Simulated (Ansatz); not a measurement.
# Ti3Al (P-6m2) in Ansatz: notebook, part 2 of 2

Ansatz 0.2.0. The steps go on from the part before.

## (4) Relaxation of cell and atoms, PBEsol, target pressure 5 GPa, at which the enthalpy is minimised

File input.yaml:

```yaml
crystal:
  lattice:
    - [2.9275422229, 0.0, 0.0]
    - [-1.4637711114, 2.5353259357, 0.0]
    - [0.0, 0.0, 9.226362]
  atoms:
    - { symbol: Ti, position: [0.3333333333, 0.6666666667, 0.249406] }
    - { symbol: Ti, position: [0.3333333333, 0.6666666667, 0.750594] }
    - { symbol: Ti, position: [0.6666666667, 0.3333333333, 0.0] }
    - { symbol: Al, position: [0.6666666667, 0.3333333333, 0.5] }
hamiltonian:
  xc: pbesol
  pseudopotentials: { kind: paw }
kpoints:
  mp_grid: { grid: [10, 10, 3] }
scf:
  occupations: { method: fermi_dirac, width: 0.05 }
output:
  forces: true
  stress: true
  eigenvalues: true
  write_density: true
  write_potential: true
  elf: true
  volumetric_format: npy
relax:
  f_tol: 0.01
  max_steps: 40
  cell: { stress_tol: 0.05, p_target: 5.0 }
```

Command:

```bash
ansatz run input.yaml --threads 2 --pin off --max-ram 5632MiB --backend cpu --events-out ev --progress --plain --runs-dir out
```

It took 18 s on 2 threads of Arm Neoverse V1, shared host; peak memory 0.34 GiB.

Results (log left out):

```
Free energy                                            : -7946.7299 eV
Relaxed volume                                         : 15.94 Å³/atom
Relaxed cell                                           : a = 2.854 Å, b = 2.854 Å, c = 9.042 Å, α = 90.00°, β = 90.00°, γ = 120.00°
Space group after relaxing (to 0.05 Å)                 : P-6m2 (No. 187)
Energy change on relaxing (the enthalpy is what falls) : +4.0 meV/atom
Ionic steps                                            : 5
Pressure after relaxing                                : 5.0 GPa
Band gap on the k mesh                                 : none (metal or under the smearing width)
```

Step by step:
| step | energy change (eV) | largest force (eV/Å) | volume (Å³) |
| --- | --- | --- | --- |
| 1 | 0.0000 | 0.0805 | 68.48 |
| 2 | 0.0046 | 0.0091 | 64.15 |
| 3 | 0.0148 | 0.0015 | 63.79 |
| 4 | 0.0153 | 0.0009 | 63.78 |
| 5 | 0.0158 | 0.0008 | 63.78 |

Final structure:
```
Ti Al
1.0
     2.85387    0.00000    0.00000
    -1.42693    2.47152    0.00000
     0.00000    0.00000    9.04230
Ti Al
3 1
Direct
  0.33333 0.66667 0.24908
  0.33333 0.66667 0.75092
  0.66667 0.33333 0.00000
  0.66667 0.33333 0.50000
```

Levels at points of the mesh, in eV from the Fermi level:
```tsv
k point	band 18	band 19	band 20	band 21	band 22	band 23
(0.00, 0.00, 0.00)	0.56	0.76	0.87	0.87	0.98	0.98
(0.00, -0.50, 0.00)	-1.36	-0.69	-0.34	0.96	1.13	1.25
```

Caveat: the plane-wave basis is chosen anew once the cell has moved, so the energies of steps on either side of that aren't comparable; the PAW data sets come from PBE, with cores solved anew for the run's functional, which leaves a small shift of forces and pressure.

## (5) Relaxation of cell and atoms, PBEsol, target pressure 10 GPa, at which the enthalpy is minimised

Changes to input.yaml since step 4:

```diff
@@ -21,6 +21,2 @@
   eigenvalues: true
-  write_density: true
-  write_potential: true
-  elf: true
-  volumetric_format: npy
 relax:
@@ -28,2 +24,2 @@
   max_steps: 40
-  cell: { stress_tol: 0.05, p_target: 5.0 }
+  cell: { stress_tol: 0.05, p_target: 10.0 }
```

Potentials or basis: Ansatz PAW.

Command:

```bash
ansatz run input.yaml --threads 2 --pin off --max-ram 5632MiB --backend cpu --events-out ev --progress --plain --runs-dir out
```

Standard output:

```text
Warning: RAYON_NUM_THREADS=2 ignored (pool sized by the plan → 2); use --threads N
Engine: ansatz 0.2.0, aarch64-unknown-linux-gnu
Pseudopotentials: kind: paw
Pseudopotential: Ti, paw, valence charge 12, recommended cutoff 420 eV (normal), Ti.paw.azcp
Pseudopotential: Al, paw, valence charge 3, recommended cutoff 420 eV (normal), Al.paw.azcp
Functional definition: PBEsol
  exchange = pbesol_x
  correlation = pbesol_c
Crystal: 4 atoms, lattice volume = 68.481 Å³
Basis set: ecut = 420 eV, 1339 PW (Γ), exchange–correlation on 40×40×128 points (8 copies of the dense FFT grid, shifted against one another)
Bands: 24, of which v1, the nominal top of the filled ones, is band 20 counted from 1 (19 counted from 0)
Symmetry: 12 space group operations
Space group: P-6m2 (ITA 187), of the structure as read, at distance tolerance 4.1e-5 Å
k-points: 28 of 300 (time reversal used)
Non-local potential: Ti, projectors of the file, l = 0: 3, l = 1: 2, l = 2: 3, l = 3: 1
Non-local potential: Al, projectors of the file, l = 0: 2, l = 1: 2, l = 2: 1
PAW form: soft (Blöchl's): semilocal exchange-correlation on the pseudo side does not see the compensation charge
PAW frozen core: Ti, regenerated for the run's functional, and the local potential with it (the file was generated under x = pbe(κ = 0.804, μ = 0.2195149727645171), c = pbe(β = 0.06672455060314922))
[... 107 lines left out ...]
  atom   1  Ti    -0.00000000     0.00000000     0.00052227
  atom   2  Ti    -0.00000000     0.00000000    -0.00052227
  atom   3  Ti     0.00000000    -0.00000000     0.00000000
  atom   4  Al    -0.00000000    -0.00000000     0.00000000
  max |Σ_I F_I| component: 6.48e-17 eV/Å
--- Stress (GPa, compression-positive) ---
        9.994985      -0.000000      -0.000000
       -0.000000       9.994985      -0.000000
       -0.000000      -0.000000      10.008789
  P = ⅓ Tr σ = 9.9996 GPa (99.996 kbar)
--- Band table (eV; the first three rows and the last of 28) ---
  k-point 0: bands = ["-42.9785", "-42.9004", "-42.8167", "-19.7267", "-19.3684", "-18.9745", "-18.9213", "-18.9213", "-18.8662", "-18.8662", "-18.8175", "-18.8175", "4.3820", "8.1014", "8.2955", "10.5847", "12.4454", "13.8830", "14.0322", "14.1846", "14.1846", "14.2945", "14.2945", "14.6398"]
  k-point 1: bands = ["-42.9785", "-42.9005", "-42.8166", "-19.7282", "-19.3653", "-18.9761", "-18.9213", "-18.9213", "-18.8663", "-18.8663", "-18.8175", "-18.8175", "4.4154", "7.4250", "9.3358", "10.3202", "12.2125", "13.8200", "14.0624", "14.1867", "14.1867", "14.2888", "14.2888", "14.6469"]
  k-point 2: bands = ["-42.9636", "-42.8889", "-42.8087", "-19.7030", "-19.3688", "-19.0126", "-18.9830", "-18.9417", "-18.8998", "-18.8822", "-18.8817", "-18.8281", "4.6282", "8.3738", "8.5711", "10.8402", "12.4946", "13.4742", "13.8440", "13.9805", "14.2068", "14.3904", "14.4628", "14.5321"]
  k-point 27: bands = ["-42.7738", "-42.7659", "-42.7526", "-19.5571", "-19.5405", "-19.4643", "-19.3438", "-19.3214", "-19.2407", "-19.2010", "-19.0620", "-19.0449", "10.1975", "11.4305", "11.7267", "11.7527", "12.0230", "12.1175", "12.4386", "12.5852", "13.1517", "13.3100", "13.5201", "15.1032"]
--- Relaxed structure (5 steps of the walk, 5 accepted, 1 SCFs on fresh bases) ---
  F+E_penalty+E_count = -7946.62734504 eV   max|allowed force component| = 5.223e-4 eV/Å   (the final SCF, on the basis selected at the relaxed cell)
  cell:  # Å, volume = 61.5682 Å³
    - [2.8178787450481533, -2.778614865953244e-11, 3.632605017962454e-18]
    - [-1.4089393725000132, 2.4403545780098073, -1.8163025089502063e-18]
    - [1.1448418621072903e-17, -1.7421083007493725e-33, 8.953265291448563]
  atoms:
    - { symbol: Ti, position: [0.3333333333333333, 0.6666666666666665, 0.2494019587598942] }
    - { symbol: Ti, position: [0.3333333333333333, 0.6666666666666665, 0.7505980412401058] }
    - { symbol: Ti, position: [0.6666666666666667, 0.3333333333333332, 4.406675292840939e-20] }
    - { symbol: Al, position: [0.6666666666666667, 0.3333333333333332, 0.5] }
```

Wall time 16 s (2 threads of Arm Neoverse V1, shared host); peak memory 0.34 GiB.

Results:

```
Free energy                                            : -7946.6273 eV
Relaxed volume                                         : 15.39 Å³/atom
Relaxed cell                                           : a = 2.818 Å, b = 2.818 Å, c = 8.953 Å, α = 90.00°, β = 90.00°, γ = 120.00°
Space group after relaxing (to 0.05 Å)                 : P-6m2 (No. 187)
Energy change on relaxing (the enthalpy is what falls) : +29.6 meV/atom
Ionic steps                                            : 6
Pressure after relaxing                                : 10.0 GPa
Band gap on the k mesh                                 : none (metal or under the smearing width)
```

Step by step:
```
step  energy change (eV)  largest force (eV/Å)  volume (Å³)
   1              0.0000                0.0805        68.48
   2              0.3083                0.1240        59.24
   3              0.0994                0.0025        61.87
   4              0.1165                0.0045        61.59
   5              0.1176                0.0003        61.57
   6              0.1184                0.0005        61.57
```

Final structure:
```xyz
4
Lattice="2.8179 0.0000 0.0000 -1.4089 2.4404 0.0000 0.0000 0.0000 8.9533" Properties=species:S:1:pos:R:3 pbc="T T T"
Ti    0.0000    1.6269    2.2330
Ti    0.0000    1.6269    6.7203
Ti    1.4089    0.8135    0.0000
Al    1.4089    0.8135    4.4766
```

Caveat: the plane-wave basis is chosen anew once the cell has moved, so the energies of steps on either side of that aren't comparable; the PAW data sets come from PBE, with cores solved anew for the run's functional, which leaves a small shift of forces and pressure.

## (6) Relaxation of cell and atoms, PBEsol, target pressure 20 GPa, at which the enthalpy is minimised

Changes to input.yaml since step 5:

```diff
@@ -24,2 +24,2 @@
   max_steps: 40
-  cell: { stress_tol: 0.05, p_target: 10.0 }
+  cell: { stress_tol: 0.05, p_target: 20.0 }
```

Potentials or basis: Ansatz PAW.

Command:

```bash
ansatz run input.yaml --threads 2 --pin off --max-ram 5632MiB --backend cpu --events-out ev --progress --plain --runs-dir out
```

Wall time 16 s (2 threads of Arm Neoverse V1, shared host); peak memory 0.34 GiB.

The run converged. Its results:

```yaml
Free_energy: -7946.2930 eV
Relaxed_volume: 14.49 Å³/atom
Relaxed_cell: a = 2.756 Å, b = 2.756 Å, c = 8.808 Å, α = 90.00°, β = 90.00°, γ = 120.00°
Space_group_after_relaxing_to_0.05_Å: P-6m2 (No. 187)
Energy_change_on_relaxing_the_enthalpy_is_what_falls: +113.2 meV/atom
Ionic_steps: 6
Pressure_after_relaxing: 20.0 GPa
Band_gap_on_the_k_mesh: none (metal or under the smearing width)
```

The path:
| step | energy change (eV) | largest force (eV/Å) | volume (Å³) |
| --- | --- | --- | --- |
| 1 | 0.0000 | 0.0805 | 68.48 |
| 2 | 0.3220 | 0.0723 | 59.11 |
| 3 | 0.4764 | 0.0281 | 57.75 |
| 4 | 0.4532 | 0.0104 | 57.93 |
| 5 | 0.4514 | 0.0001 | 57.95 |
| 6 | 0.4527 | 0.0007 | 57.95 |

Final structure:
```yaml
crystal:
  lattice:
    - [2.75617, 0.00000, 0.00000]
    - [-1.37808, 2.38691, 0.00000]
    - [0.00000, 0.00000, 8.80824]
  atoms:
    - { symbol: Ti, position: [0.33333, 0.66667, 0.24994] }
    - { symbol: Ti, position: [0.33333, 0.66667, 0.75006] }
    - { symbol: Ti, position: [0.66667, 0.33333, 0.00000] }
    - { symbol: Al, position: [0.66667, 0.33333, 0.50000] }
```

Levels at points of the mesh, in eV from the Fermi level:
```csv
k point,band 15,band 16,band 17,band 18,band 19,band 20,band 21,band 22,band 23,band 24
"(0.00, 0.00, 0.00)",-5.08,-2.83,-0.89,0.67,0.72,0.95,0.95,1.07,1.07,1.43
"(0.00, -0.50, 0.00)",-2.85,-2.43,-1.74,-1.58,-0.77,-0.25,1.08,1.34,1.44,2.12
```

Caveat: the volume moved by over 15 % at a fixed basis, so the end points are rough; the plane-wave basis is chosen anew once the cell has moved, so the energies of steps on either side of that aren't comparable; the PAW data sets come from PBE, with cores solved anew for the run's functional, which leaves a small shift of forces and pressure.

## (7) Relaxation of cell and atoms, PBEsol, target pressure 30 GPa, at which the enthalpy is minimised

Changes to input.yaml since step 6:

```diff
@@ -21,2 +21,6 @@
   eigenvalues: true
+  write_density: true
+  write_potential: true
+  elf: true
+  volumetric_format: npy
 relax:
@@ -24,2 +28,2 @@
   max_steps: 40
-  cell: { stress_tol: 0.05, p_target: 20.0 }
+  cell: { stress_tol: 0.05, p_target: 30.0 }
```

Command:

```bash
ansatz run input.yaml --threads 2 --pin off --max-ram 5632MiB --backend cpu --events-out ev --progress --plain --runs-dir out
```

It took 20 s on 2 threads of Arm Neoverse V1, shared host; peak memory 0.34 GiB.

It converged, with:

| Item | Value |
| --- | --- |
| Free energy | -7945.8406 eV |
| Relaxed volume | 13.76 Å³/atom |
| Relaxed cell | a = 2.704 Å, b = 2.704 Å, c = 8.692 Å, α = 90.00°, β = 90.00°, γ = 120.00° |
| Space group after relaxing (to 0.05 Å) | P-6m2 (No. 187) |
| Energy change on relaxing (the enthalpy is what falls) | +226.3 meV/atom |
| Ionic steps | 7 |
| Pressure after relaxing | 30.0 GPa |
| Band gap on the k mesh | none (metal or under the smearing width) |

The path:
```tsv
step	energy change (eV)	largest force (eV/Å)	volume (Å³)
1	0.0000	0.0805	68.48
2	0.3315	0.0521	59.02
3	1.0753	0.0484	54.16
4	0.8944	0.0215	55.08
5	0.9013	0.0066	55.04
6	0.9031	0.0003	55.03
7	0.9051	0.0006	55.03
```

Final structure:
```yaml
crystal:
  lattice:
    - [2.70375, 0.00000, 0.00000]
    - [-1.35188, 2.34152, 0.00000]
    - [0.00000, 0.00000, 8.69223]
  atoms:
    - { symbol: Ti, position: [0.33333, 0.66667, 0.25037] }
    - { symbol: Ti, position: [0.33333, 0.66667, 0.74963] }
    - { symbol: Ti, position: [0.66667, 0.33333, 0.00000] }
    - { symbol: Al, position: [0.66667, 0.33333, 0.50000] }
```

Levels at points of the mesh, in eV from the Fermi level:
```tsv
k point	band 16	band 17	band 18	band 19	band 20	band 21	band 22	band 23
(0.00, 0.00, 0.00)	-2.96	-0.95	0.68	0.73	0.98	0.98	1.11	1.11
(0.00, -0.50, 0.00)	-2.56	-1.84	-1.73	-0.84	-0.21	1.14	1.46	1.56
```

Caveat: the volume moved by over 15 % at a fixed basis, so the end points are rough; the plane-wave basis is chosen anew once the cell has moved, so the energies of steps on either side of that aren't comparable; the PAW data sets come from PBE, with cores solved anew for the run's functional, which leaves a small shift of forces and pressure.

## (8) The runs side by side

| cell | target pressure (GPa) | gap on the mesh (eV) | pressure (GPa) |
| --- | --- | --- | --- |
| relaxed | 0 | none | 0.0 |
| relaxed to 2 GPa | 2 | none | 2.0 |
| relaxed to 5 GPa | 5 | none | 5.0 |
| relaxed to 10 GPa | 10 | none | 10.0 |
| relaxed to 20 GPa | 20 | none | 20.0 |
| relaxed to 30 GPa | 30 | none | 30.0 |

Alike in all rows: task relaxation of cell and atoms; level PBEsol; potentials or basis Ansatz PAW; no spin polarisation; k mesh 10 × 10 × 3; cutoff (eV) 420; smearing fermi-dirac 0.05 eV.

Caveats: the plane-wave basis is chosen anew once the cell has moved, so the energies of steps on either side of that aren't comparable; the PAW data sets come from PBE, with cores solved anew for the run's functional, which leaves a small shift of forces and pressure; the volume moved by over 15 % at a fixed basis, so the end points are rough (some runs).

Total energies depend on the potentials used, so only differences within one code and one set of settings carry meaning.
